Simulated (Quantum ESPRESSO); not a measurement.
ZrC:

```xyz
2
Lattice="0.0000 2.3650 2.3650 2.3650 0.0000 2.3650 2.3650 2.3650 0.0000" Properties=species:S:1:pos:R:3 pbc="T T T"
Zr    2.3650    2.3650    2.3650
C     0.0000    0.0000    0.0000
```

Program: Quantum ESPRESSO 7.5. Alike in all runs: no spin polarisation; cell as given; k mesh 10 × 10 × 10; smearing fermi-dirac 0.05 eV.

Problem. Order these runs on this cell by their pressure, lowest first.
A. level LDA; potentials or basis PseudoDojo 0.4.1 SR LDA standard; cutoff (eV) 1116; form of the LDA correlation PW92
B. level PBEsol; potentials or basis PseudoDojo 0.4.1 SR PBEsol standard; cutoff (eV) 1116
C. level PBE; potentials or basis SSSP 1.3 efficiency PBE; cutoff (eV) 748

Solution. A (-12.3 GPa), B (-8.3 GPa), C (-3.1 GPa).

Not every run made on this cell is shown here.
